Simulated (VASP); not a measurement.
# Ti: single point with PBE

Crystal: Ti.

```
CELL_PARAMETERS angstrom
0.00000 2.05916 2.05916
2.05916 0.00000 2.05916
2.05916 2.05916 0.00000
ATOMIC_POSITIONS crystal
Ti 0.00000 0.00000 0.00000
```

The cell was built by a generator and needn't be a form met in nature.

```yaml
Program: VASP 6.6.1
Task: single point
Functional: PBE
Potentials_or_basis: VASP PAW PBE potentials, release 64 (Ti_sv)
Cutoff: 520 eV
k_mesh: 18 × 18 × 18
Occupations: gaussian, width 0.05 eV
Spin: no spin polarisation
Dipole_correction: no
Further_INCAR_settings: ALGO = Normal; EDIFF = 1e-07; NBANDS = 12
```

The pressure is -0.8 GPa. The band gap on the k mesh is none (metal or under the smearing width).

Levels at points of the mesh, in eV from the Fermi level:
```
           k point  band 3  band 4  band 5  band 6  band 7  band 8  band 9  band 10
(0.00, 0.00, 0.00)  -32.59  -32.59   -6.08    0.87    0.87    0.87    2.49     2.49
(0.50, 0.00, 0.00)  -32.67  -32.67   -2.57    0.62    0.76    0.76    3.55     3.55
(0.50, 0.50, 0.00)  -32.82  -32.82   -2.55   -1.69    2.82    3.54    3.82     3.82
```

Wall time 47 s on 1 thread of Intel(R) Xeon(R) Platinum 8175M CPU @ 2.50GHz (Skylake/Cascade Lake), on a shared host, peak memory 0.16 GiB.
